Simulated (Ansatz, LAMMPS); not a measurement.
# Structural relaxation of a frame of liquid Al2O3 from 2500 K (95 atoms), part 3 of 3

Wanted: the relaxed structure of a frame of liquid Al2O3 from 2500 K (95 atoms) and its electronic structure.

Ansatz 0.2.0; Kohn-Sham DFT, PBE, PAW (set soft_2), plane waves.

The cell: 38 Al and 57 O. The network of bonds at the start is that of the classical potential that made the cell. Only the Γ point is sampled, in a cell whose shortest periodic width is 10 Å.

So far, density (g/cm³): step 5 (local order after relaxation) 2.87.

### Step 6. Single point at the relaxed geometry

One more single point at the end of the walk gives the fuller output and checks the residual forces.

input.yaml reads:

```yaml
crystal:
  lattice:
    - [10.27213, 0.27209, -0.09069]
    - [0.27209, 10.46614, -0.69829]
    - [-0.09069, -0.69829, 10.49645]
  atoms:
    - { symbol: Al, position: [0.82567, 0.09228, 0.31346] }
    - { symbol: Al, position: [0.6055, 0.78238, 0.62217] }
    - { symbol: Al, position: [0.49642, 0.53432, 0.51821] }
    - { symbol: Al, position: [0.0474, 0.31863, 0.30381] }
    - { symbol: Al, position: [0.38735, 0.79722, 0.40659] }
    - { symbol: Al, position: [0.75779, 0.00867, 0.58148] }
    - { symbol: Al, position: [0.06632, 0.48982, 0.60975] }
    - { symbol: Al, position: [0.99705, 0.5838, 0.28645] }
    - { symbol: Al, position: [0.96525, 0.04994, 0.8054] }
    - { symbol: Al, position: [0.56412, 0.44841, 0.7792] }
    - { symbol: Al, position: [0.03245, 0.20762, 0.51394] }
    - { symbol: Al, position: [0.66003, 0.98173, 0.83447] }
    - { symbol: Al, position: [0.09725, 0.93531, 0.46056] }
    - { symbol: Al, position: [0.45665, 0.04019, 0.63542] }
    - { symbol: Al, position: [0.5036, 0.23294, 0.97862] }
    - { symbol: Al, position: [0.19909, 0.86973, 0.95181] }
    - { symbol: Al, position: [0.68978, 0.33732, 0.40843] }
    - { symbol: Al, position: [0.87019, 0.55327, 0.80551] }
    - { symbol: Al, position: [0.82289, 0.29427, 0.67521] }
    - { symbol: Al, position: [0.80186, 0.12484, 0.01031] }
    - { symbol: Al, position: [0.74802, 0.63201, 0.28042] }
    - { symbol: Al, position: [0.41934, 0.33309, 0.26719] }
    - { symbol: Al, position: [0.90185, 0.73184, 0.55893] }
    - { symbol: Al, position: [0.22305, 0.56032, 0.41666] }
    - { symbol: Al, position: [0.46281, 0.77374, 0.89727] }
    - { symbol: Al, position: [0.29047, 0.58622, 0.72063] }
    - { symbol: Al, position: [0.35741, 0.03469, 0.12595] }
    - { symbol: Al, position: [0.24425, 0.14105, 0.88093] }
    - { symbol: Al, position: [0.68379, 0.39667, 0.15358] }
    - { symbol: Al, position: [0.99263, 0.29818, 0.0472] }
    - { symbol: Al, position: [0.03811, 0.0296, 0.17672] }
    - { symbol: Al, position: [0.1568, 0.45508, 0.91703] }
    - { symbol: Al, position: [0.55347, 0.08655, 0.35454] }
    - { symbol: Al, position: [0.9548, 0.68102, 0.02171] }
    - { symbol: Al, position: [0.2792, 0.11217, 0.42403] }
    - { symbol: Al, position: [0.53106, 0.80284, 0.19465] }
    - { symbol: Al, position: [0.66686, 0.64324, 0.98771] }
    - { symbol: Al, position: [0.27833, 0.60114, 0.18393] }
    - { symbol: O, position: [0.19355, 0.97637, 0.12542] }
    - { symbol: O, position: [0.1466, 0.29114, 0.93827] }
    - { symbol: O, position: [0.06336, 0.79075, 0.99192] }
    - { symbol: O, position: [0.6662, 0.19331, 0.29668] }
    - { symbol: O, position: [0.54697, 0.60294, 0.87114] }
    - { symbol: O, position: [0.99469, 0.99641, 0.3361] }
    - { symbol: O, position: [0.35017, 0.10218, 0.75294] }
    - { symbol: O, position: [0.36004, 0.15647, 0.01483] }
    - { symbol: O, position: [0.15023, 0.65932, 0.30081] }
    - { symbol: O, position: [0.67691, 0.55496, 0.11532] }
    - { symbol: O, position: [0.16309, 0.24491, 0.41059] }
    - { symbol: O, position: [0.13977, 0.08383, 0.55428] }
    - { symbol: O, position: [0.69913, 0.30235, 0.56433] }
    - { symbol: O, position: [0.71863, 0.01995, 0.42032] }
    - { symbol: O, position: [0.47599, 0.87181, 0.54894] }
    - { symbol: O, position: [0.98918, 0.51755, 0.92864] }
    - { symbol: O, position: [0.52089, 0.3263, 0.85955] }
    - { symbol: O, position: [0.49261, 0.96901, 0.23075] }
    - { symbol: O, position: [0.36945, 0.90449, 0.98655] }
    - { symbol: O, position: [0.62992, 0.10425, 0.96752] }
    - { symbol: O, position: [0.44295, 0.11368, 0.49198] }
    - { symbol: O, position: [0.86099, 0.03984, 0.14215] }
    - { symbol: O, position: [0.38462, 0.73047, 0.2301] }
    - { symbol: O, position: [0.62862, 0.62, 0.5753] }
    - { symbol: O, position: [0.75509, 0.43027, 0.78373] }
    - { symbol: O, position: [0.01989, 0.84446, 0.55736] }
    - { symbol: O, position: [0.25017, 0.54966, 0.02623] }
    - { symbol: O, position: [0.62453, 0.05334, 0.68894] }
    - { symbol: O, position: [0.80572, 0.29171, 0.08606] }
    - { symbol: O, position: [0.90849, 0.23929, 0.38886] }
    - { symbol: O, position: [0.80987, 0.68284, 0.91711] }
    - { symbol: O, position: [0.51372, 0.39149, 0.40728] }
    - { symbol: O, position: [0.98239, 0.3417, 0.63162] }
    - { symbol: O, position: [0.2992, 0.45996, 0.27401] }
    - { symbol: O, position: [0.92583, 0.19041, 0.9117] }
    - { symbol: O, position: [0.26333, 0.92656, 0.39981] }
    - { symbol: O, position: [0.05536, 0.19627, 0.1647] }
    - { symbol: O, position: [0.0653, 0.4703, 0.4223] }
    - { symbol: O, position: [0.76479, 0.84175, 0.6057] }
    - { symbol: O, position: [0.52443, 0.33409, 0.13191] }
    [... 11 atom lines left out ...]
    - { symbol: O, position: [0.37196, 0.17099, 0.27624] }
    - { symbol: O, position: [0.37874, 0.64106, 0.45478] }
    - { symbol: O, position: [0.82953, 0.9769, 0.86505] }
    - { symbol: O, position: [0.01408, 0.42941, 0.18458] }
    - { symbol: O, position: [0.62676, 0.75267, 0.31768] }
    - { symbol: O, position: [0.1794, 0.47103, 0.75482] }
kpoints:
  mp_grid: { grid: [1, 1, 1] }
hamiltonian:
  xc: pbe
scf:
  occupations: { method: fermi_dirac, width: 0.215 }
output:
  forces: true
  stress: true
  populations: true
  dos:
    method: { smearing: { sigma: 0.08 } }
    de: 0.1
    projected: { site_lists: { Al: [Al], O: [O] } }
  eigenvalues: true
  write_density: true
  write_potential: true
  volumetric_format: npy
```

On the command line:

```
> ansatz run input.yaml --threads 4 --pin off --max-ram 8192MiB --backend cpu --events-out ev --progress --plain --runs-dir out
```

Numbers of over 12 decimals in the logs are rounded to 6 here.

The program printed:

```text
[...]
Crystal: 95 atoms, lattice volume = 1122.631 Å³
Basis set: ecut = 420 eV, 21929 PW (Γ), exchange–correlation on 144×144×144 points (8 copies of the dense FFT grid, shifted against one another)
Bands: 338, of which v1, the nominal top of the filled ones, is band 228 counted from 1 (227 counted from 0)
Symmetry: 1 space group operations
[...]
k-points: 1
[...]
SCF iter   1: F=—  HF=-52893.237572 eV  |F-HF|=—  |Δ(HF+E_count)|=         —  Δρ=2.32e-3  dr2=7.08e-2  ethr=1.77e-3  ⟨swp⟩=5.0  Hψ=1442  notcnv=0  defer=33
[...]
SCF iter   9: F=-52893.246225 eV  HF=-52893.246225 eV  |F-HF|=6.69e-9  |Δ(HF+E_count)|=   3.40e-8  Δρ=2.03e-6  dr2=3.74e-8  ethr=2.19e-11  ⟨swp⟩=19.0  Hψ=2809  notcnv=0
SCF 1 converged in 9 iterations: F = -52893.246225 eV  dr2 = 3.74e-8
[...]
SCF converged after 9 iterations
Free energy (F): -52893.246225 eV
[...]
Internal energy: -52893.240273 eV  (E = F + TS)
E sigma→0 (E₀):  -52893.243249 eV
Entropy (-TS):   -0.005952 eV (-0.063 meV/atom)
Fermi energy:    6.116970 eV
[...]
--- Forces (eV/Å), atoms counted from 1 ---
  atom   1  Al    -0.00243848     0.00071119    -0.00017940
  atom   2  Al     0.00017923    -0.00291124    -0.00290282
  atom   3  Al     0.00231494     0.00203449     0.00222738
  atom   4  Al    -0.00452072    -0.00101789    -0.00114422
  atom   5  Al    -0.00052789    -0.00108601     0.00260704
  atom   6  Al     0.00070258     0.00127150     0.00108355
  atom   7  Al     0.00337412     0.00292136     0.00133088
  atom   8  Al    -0.00052348    -0.00039002    -0.00104593
  atom   9  Al    -0.00094523    -0.00157569     0.00138248
  atom  10  Al    -0.00128700    -0.00338452     0.00302962
  atom  11  Al    -0.00380505     0.00319900    -0.00085889
  atom  12  Al     0.00104608     0.00055624     0.00095815
  atom  13  Al     0.00466775    -0.00232244    -0.00309223
  atom  14  Al    -0.00310839    -0.00008691    -0.00134688
[...]
atom  94  O     -0.00022676     0.00014821    -0.00087048
  atom  95  O     -0.00116801    -0.00176624     0.00092432
  max |Σ_I F_I| component: 1.71e-5 eV/Å
--- Stress (GPa, compression-positive) ---
        0.004310       0.002497      -0.001904
        0.002518       0.008058      -0.005712
       -0.001888      -0.005719       0.008236
  P = ⅓ Tr σ = 0.0069 GPa (0.069 kbar)
--- Band table (eV) ---
[...]
--- Löwdin populations: 95 sites ---
  site symbol       q [e]
     0     Al      1.6678
     1     Al      1.6382
     2     Al      1.6573
[...]
94      O      6.8522
  spilling = 0.008583 (of n_electrons = 456.000000)
```

Elapsed: 18 s, on 4 threads of Arm Neoverse V1, shared host; peak memory 1.3 GiB; 65 s of CPU time.

Read from the output:

| Property | Result |
| --- | --- |
| free energy | -52893.2462 eV |
| free energy per atom | -556.7710 eV/atom |
| SCF cycles | 9 |
| pressure | 0.006868 GPa |
| r.m.s. force component | 0.00179 eV/Å |
| longest force | 0.00666 eV/Å |
| Fermi energy | 6.117 eV |
| gap (highest filled to lowest empty level) | 3.424 eV |
| spilling of the projection | 0.008583 |

Löwdin charges by element and coordination (they lack the spilled electrons, 0.041 e an atom on average):

```
element  coordination  atoms  mean charge (e)  spread   least    most
     Al           all     38             1.36  0.0222    1.31    1.40
     Al             4     25             1.37  0.0199    1.31    1.40
     Al             5     13             1.34  0.0108    1.31    1.35
      O           all     57           -0.836  0.0173  -0.872  -0.784
      O             2      8           -0.860  0.0061  -0.872  -0.850
      O             3     47           -0.833  0.0133  -0.854  -0.784
      O             4      2           -0.794   0.003  -0.797  -0.791
```

States in the cell by windows of 1 eV, zero at the Fermi level; the larger projections on atomic orbitals stand beside the total:

```
from (eV)  to (eV)  total   O p  Al p  Al s  O s
      -18      -17   11.0   0.0   1.5   0.4  9.0
      -17       -9    0.0   0.0   0.0   0.0  0.0
       -9       -8   13.4   9.9   0.9   2.4  0.2
       -8       -7   34.6  26.1   2.8   4.7  0.9
       -7       -6   47.8  37.2   6.3   2.7  1.2
       -6       -5   53.4  44.3   6.3   1.4  1.0
       -5       -4   67.2  59.8   5.2   0.7  0.8
       -4       -3   63.4  59.3   2.4   0.3  0.5
       -3       -2   57.0  54.3   1.5   0.1  0.3
       -2       -1    5.3   5.1   0.1   0.0  0.0
       -1        1    0.0   0.0   0.0   0.0  0.0
        1        2    2.0   0.0   0.1   1.2  0.6
        2        3    0.0   0.0   0.0   0.0  0.0
        3        4    9.6   1.5   3.5   2.4  1.8
        4        5   17.8   2.7   8.2   3.3  2.6
```

The curve was stored every 0.10 eV, coarse against its broadening of 0.08 eV, so these counts are rough.

Between -21 and -18 eV lie 103 more states.

The levels nearest the highest filled one (over half full), pooled over k-points and spins:

```
level less the highest filled one (eV)  occupation
                                -0.272           2
                                -0.242           2
                                -0.214           2
                                -0.123           2
                                -0.102           2
                                     0           2
                                  3.42       0.001
                                  5.12           0
                                  5.32           0
                                  5.56           0
                                  5.68           0
                                  5.81           0
```

Valence density in the ab plane at fractional z = 0.407, with atoms of Al and O within 0.2 Å of it. It is the smooth field of the valence electrons, not physical close to the nuclei.

Ten steps, logarithmic in the rise over the least value, from '0' (0.0 e/Å³) to '9' (6.6 e/Å³), each cell a mean:
```
54323478863111101135776311134
33213589974211000012343100013
22112468864211100000110000001
11111235543112111111000000000
01100112221111112332100000000
00011101122111112343211122211
10112211234432111232212356542
11123322346653101111112589863
21123322357864200000013589974
22222211356653210000012367753
34443111233432110001111123322
68864211222222222111232111113
79985322221124554222343200013
68874211111136887432333200013
34542110000247998532222110012
22333321000135787531111122322
32457752100013444321112246664
33579974210011111223222358986
43479975211111111223322258986
32346654222222221222221235664
21223332113344321222222223332
22112221113445431234554322222
43222222222334322246887422234
65322345532222211247998521245
```
Columns run along a (10.3 Å), rows up along b (10.5 Å). Atoms in or near the plane, at fractional coordinates: Al at (0.39, 0.80), Al at (0.69, 0.34), Al at (0.22, 0.56), Al at (0.28, 0.11), O at (0.16, 0.24), O at (0.72, 0.02), O at (0.91, 0.24), O at (0.51, 0.39), O at (0.26, 0.93), O at (0.07, 0.47), O at (0.88, 0.65).

Electrostatic potential energy in the ab plane at fractional z = 0.407, with atoms of Al and O within 0.2 Å of it. With pseudopotentials it is smooth inside the atoms' cores, unlike the true potential.

Ten even steps from '_' (-33 eV) to '@' (11 eV), each cell a mean:
```
##**++++**##++..::**@@@@@@@@@@%%%%@@@@%%==--**@@@@@@@@@@%%
##++++++++**::____--%%%%%%@@@@@@@@@@@@@@@@@@@@@@@@@@@@@@@@
%%**++++++##++::..++******%%%%@@@@@@@@@@@@@@@@@@@@@@@@@@@@
@@%%######%%@@%%##++++++++++%%@@@@@@@@@@@@@@@@@@@@@@@@@@@@
@@@@@@@@@@@@@@%%##==**##**==##@@@@@@@@@@@@@@@@@@@@@@@@@@@@
@@@@@@@@@@@@@@@@##++++**++++##@@@@@@@@@@@@@@@@@@@@@@@@@@@@
@@@@@@@@@@@@@@@@%%##**++**##%%@@@@@@@@@@@@@@@@@@%%**##@@@@
@@@@@@@@@@%%%%%%%%%%**++##@@@@@@@@@@@@@@@@@@@@%%::__..**@@
%%%%@@%%##**++**####--::**@@@@@@@@@@@@@@@@@@@@%%..____++%%
%%%%%%%%**++**++++##**++##@@@@@@@@@@@@@@@@@@@@@@##==++%%%%
%%%%%%##++++##**++##%%@@@@%%%%%%%%@@@@@@@@@@@@@@@@@@@@@@@@
##::::++**++++++++##%%@@@@%%%%%%%%@@@@@@@@@@@@@@@@@@@@@@@@
==____::####****##%%@@@@@@%%####%%@@@@@@@@@@@@@@@@@@@@@@@@
##::..++@@@@%%%%%%@@@@@@@@**....==%%%%##**##%%@@@@@@@@@@@@
%%%%%%%%@@@@@@@@@@@@@@@@%%==____..**++++++++**%%@@@@@@@@@@
%%##%%%%@@@@@@@@@@@@@@@@@@##--::++**++####++++%%@@@@@@@@%%
%%######==++%%@@@@@@@@@@@@@@@@@@%%##++++**++++%%@@##++##%%
%%%%##--____==@@@@@@@@@@@@@@@@@@@@%%##**++**##%%%%::__..**
%%%%%%==____--%%%%%%@@@@@@@@@@%%%%%%%%%%%%%%%%@@%%::____**
%%%%%%%%**++**++++++##%%@@@@%%######%%@@@@@@%%%%%%##****%%
%%%%%%@@%%##++++**++++%%%%%%**++==++##%%@@@@%%######%%%%%%
@@@@@@@@%%##++**##++++##%%##++++++==**%%####%%##**##%%@@@@
%%@@@@%%%%%%**++++++**%%%%%%**++++++##++....==####%%%%@@@@
########%%%%%%######%%@@@@@@%%######%%==____::%%%%@@@@@@##
```
Columns run along a (10.3 Å; values clipped at the 3rd and 97th percentile), rows up along b (10.5 Å). Atoms in or near the plane, at fractional coordinates: Al at (0.39, 0.80), Al at (0.69, 0.34), Al at (0.22, 0.56), Al at (0.28, 0.11), O at (0.16, 0.24), O at (0.72, 0.02), O at (0.91, 0.24), O at (0.51, 0.39), O at (0.26, 0.93), O at (0.07, 0.47), O at (0.88, 0.65).

Mean Löwdin charges: Al +1.36, O -0.84 e (they miss 0.86 % of the electrons, so they add up to more than the cell's charge). The largest share in the top eV of filled states is O p (97 % of the projected weight), and in the lowest eV of empty states Al s (64 % of the projected weight).

The surroundings of O40, picked at random, nearest first, numbered as they follow in the input and with coordinates relative to it.

```
atom      x      y      z  distance (Å)  bonds  Löwdin charge (e)
 O40   0.00   0.00   0.00          0.00      3              -0.83
Al32   0.15   1.73  -0.34          1.77      4               1.35
Al28   0.97  -1.50  -0.51          1.86      4               1.37
Al30  -1.59  -0.04   1.15          1.96      5               1.33
 O73  -2.29  -1.10  -0.19          2.55      3              -0.84
 O46   2.15  -1.40   0.88          2.71      3              -0.84
 O54  -1.55   2.33  -0.24          2.81      3              -0.84
 O75  -0.98  -1.18   2.45          2.89      3              -0.85
 O95   0.40   2.02  -2.05          2.91      3              -0.85
 O80  -0.25  -2.91  -0.61          2.99      3              -0.81
 O65   1.13   2.67   0.73          2.99      2              -0.86
 O93  -1.35   1.24   2.50          3.10      3              -0.82
 O45   2.06  -1.79  -1.83          3.29      2              -0.86
 Al9  -1.92  -2.48  -1.21          3.36      4               1.38
```

The column of bonds counts only the pairs O-Al within 2.33 Å; other neighbours, such as metal atoms beside each other in a compound, aren't counted, and periodic images can show an atom twice.

### Step 7. A run with a doubtful setting

The input is spoilt on purpose; the run shows how that looks.

input.yaml reads:

```yaml
crystal:
  lattice:
    - [10.4611, 0.0, 0.0]
    - [0.0, 10.4611, 0.0]
    - [0.0, 0.0, 10.4611]
  atoms:
    [... the 95 atom lines of step 3 ...]
kpoints:
  mp_grid: { grid: [1, 1, 1], kspacing: 0.3 }
hamiltonian:
  xc: pbe
scf:
  occupations: { method: fermi_dirac, width: 0.215 }
  max_iter: 75
output:
  forces: true
```

The program printed:

```text
Error: invalid value for `kpoints.mp_grid.kspacing`: mutually exclusive with `grid` — set one or the other
```

Run time: 0.05 s. Hardware: 4 threads; peak memory 0.069 GiB.

The program refused the input before any cycle.

The program's message: “Error: invalid value for `kpoints.mp_grid.kspacing`: mutually exclusive with `grid` — set one or the other”

The fault in the input: both a k-mesh and a spacing (kpoints.mp_grid.kspacing = 0.3). The fix is to take out kpoints.mp_grid.kspacing.

### Step 8. Results

```json
{"energy change in the relaxation": "-427.3 meV/atom", "r.m.s. displacement": "0.669 Å", "largest displacement": "1.969 Å", "free energy per atom": "-556.7710 eV/atom", "pressure": "0.006868 GPa", "r.m.s. force component": "0.00179 eV/Å", "gap (highest filled to lowest empty level)": "3.424 eV", "wall time of the 3 DFT runs": "6.3 min"}
```

In words: Relaxation lowers the energy by 427 meV/atom and moves atoms by 0.67 Å r.m.s.; the r.m.s. force component goes from 2.5 to 0.0018 eV/Å, the pressure goes from 6.8 to 0.0069 GPa. Displacements are taken in the final cell, so they leave out its strain. By the final cutoffs 5 of 151 bonded pairs parted and 19 joined. The cell shrank by 1.9 % in volume. From the first step to the last the energy fell by 40.591 eV, across changes of basis, and the largest move was 1.97 Å (O86). The O-Al bonds go from 1.829 Å (spread 0.180) to 1.831 Å (spread 0.084), and their number from 151 to 165. With the cutoffs above, 66 % of Al atoms have 4 and 82 % of O atoms have 3 bonded neighbours. 14 % of the oxygens bridge two formers (Al) and 0 % are non-bridging; 82 % join three; 4 % join four. The highest filled and lowest empty levels differ by 3.42 eV (at Γ alone); a semilocal functional tends to put such gaps too low. In a disordered cell it changes from sample to sample and from frame to frame.

Caveats: The network of bonds at the start is that of the classical potential that made the cell; in DFT 5 of its 151 bonded pairs passed out of the cutoffs and 19 came within them.

[Logs are printed without paths, hosts, clocks, repeated set-up lines and the standing remarks that a program may print on its own settings, such as how far it seeks lower states.]

[Hosts, paths, dates, database ids (printed as entryN), source tags and the programs' standing remarks are cut or masked in the printed files.]
